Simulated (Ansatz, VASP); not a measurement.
Two plane-wave programs on ZnSe (Stilleite)

```xyz
2
Lattice="0.0000 2.8338 2.8338 2.8338 0.0000 2.8338 2.8338 2.8338 0.0000" Properties=species:S:1:pos:R:3 pbc="T T T"
Se    4.2507    4.2507    4.2507
Zn    0.0000    0.0000    0.0000
```

Alike in both runs: task relaxation of cell and atoms; functional RPBE; k mesh 8 × 8 × 8; occupations fermi-dirac, width 0.05 eV; no spin polarisation.

|  | VASP | Ansatz |
| --- | --- | --- |
| version | VASP 6.6.1 | Ansatz 0.2.0 |
| potentials or method | VASP PAW PBE potentials, release 64 (Se, Zn) | Ansatz PAW |
| plane-wave cutoff (eV) | 600 | 420 |
| valence electrons in the cell | 18 | 28 |

```tsv
	VASP	Ansatz	Ansatz less VASP
gap on the k mesh at the Fermi level, each at its own relaxed structure (eV)	1.16	1.17	+0.013
relaxed volume (Å³/atom)	24.55	24.49	-0.058
relaxed cell length with the largest relative difference (Å)	4.110	4.107	-0.0033
energy change over the relaxation (meV/atom)	-24	-22	+2.0
```

The two sets of potentials don't hold the same shells in valence.

Caveats: the PAW data sets were made with another functional, which shifts forces and pressure a little (VASP); the plane-wave basis is chosen anew once the cell has moved, so the energies of steps on either side of that aren't comparable (Ansatz); the PAW data sets come from PBE, with cores solved anew for the run's functional, which leaves a small shift of forces and pressure (Ansatz). A hybrid or GW would open this gap; RPBE tends to underestimate it. RPBE and its kin give volumes clearly too large for solids.
